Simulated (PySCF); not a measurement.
The vertical singlet excitations below were computed for one of the candidates. Method: PySCF, TDDFT CAM-B3LYP/def2-SVPD, vertical, gas phase, core orbitals frozen in the response. Geometries: PBE0-D3(BJ)/def2-SVP, one conformer each.

| state | E (eV) | f |
| --- | --- | --- |
| S1 | 4.94 | 0.364 |
| S2 | 5.84 | 0.0002 |
| S3 | 5.94 | 0.035 |
| S4 | 6.40 | 0.0042 |
| S5 | 6.96 | 0.0000 |
| S6 | 7.31 | 0.126 |
| S7 | 7.65 | 0.049 |
| S8 | 7.67 | 0.0036 |
| S9 | 7.99 | 0.0043 |
| S10 | 8.19 | 0.068 |

Triplets computed (Tamm–Dancoff): 3.13, 4.67, 5.29, 5.62 eV.

Problem. Which candidate is it?
A. `c1(ccco1)B`
B. `COC(F)(F)F`
C. `COC(F)F`
D. `C1C(C1)OC`
E. `CCC(=O)O`

Solution. A. Its S1, at 4.94 eV, is the lowest among the candidates; the nearest of the others has S1 at 5.97 eV. S1 is HOMO→LUMO (98%). Löwdin shares by element: HOMO carbon 80% (atoms not listed hold the other 20%); LUMO carbon 38% or more, boron 35% (atoms not listed hold the other 27%). At the same level the other candidates give, for their lowest levels:
- `COC1CC1`: 7.19 eV (f 0.015); 7.69 eV (f 0.011); 7.86 eV (f 0.022); 8.07 eV (f 0.016); 8.19 eV (f 0.008); T1 7.04 eV; HOMO -8.69, LUMO 1.50 eV
- `COC(F)(F)F`: 9.03 eV (f 0.009); 9.64 eV (f 0.021); 10.20 eV (f 0.016); 10.48 eV (f 0.006); 10.57 eV (f 0.051); T1 8.85 eV; HOMO -11.07, LUMO 1.19 eV
- `COC(F)F`: 8.51 eV (f 0.028); 9.20 eV (f 0.009); 9.58 eV (f 0.059); 9.79 eV (f 0.022); 9.92 eV (f 0.048); T1 8.29 eV; HOMO -10.50, LUMO 1.22 eV
- `CCC(=O)O`: 5.97 eV (f 0.000); 7.61 eV (f 0.057); 8.41 eV (f 0.035); 8.51 eV (f 0.003); 8.89 eV (f 0.118); T1 5.46 eV; HOMO -9.74, LUMO 1.05 eV
